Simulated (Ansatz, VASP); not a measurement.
One calculation of Al, two programs

```xyz
2
Lattice="3.0394 0.0000 0.0000 -1.5197 2.6322 0.0000 0.0000 0.0000 4.8590" Properties=species:S:1:pos:R:3 pbc="T T T"
Al    0.0000    1.7548    1.2148
Al    1.5197    0.8774    3.6443
```

Alike in both runs: task single point; functional PBEsol; k mesh 15 × 15 × 10; occupations gaussian, width 0.1 eV; no spin polarisation.

|  | VASP | Ansatz |
| --- | --- | --- |
| version | VASP 6.6.1 | Ansatz 0.2.0 |
| potentials or method | VASP PAW PBE potentials, release 64 (Al) | scalar-relativistic, plane waves, PAW |
| plane-wave cutoff (eV) | 520 | 420 |
| valence electrons in the cell | 6 | 6 |

|  | VASP | Ansatz | Ansatz less VASP |
| --- | --- | --- | --- |
| gap on the k mesh at the Fermi level (eV) | none | none | - |
| pressure (GPa) | -9.2 | -9.2 | -0.02 |
| largest component of the traceless stress (GPa) | 0.94 | 0.94 | +0.001 |

A gap of «none» marks a metal or a gap that the smearing closes. The functional is the same, so the differences come from potentials, cutoffs and numerics.

Caveats: the PAW data sets were made with another functional, which shifts forces and pressure a little (VASP).
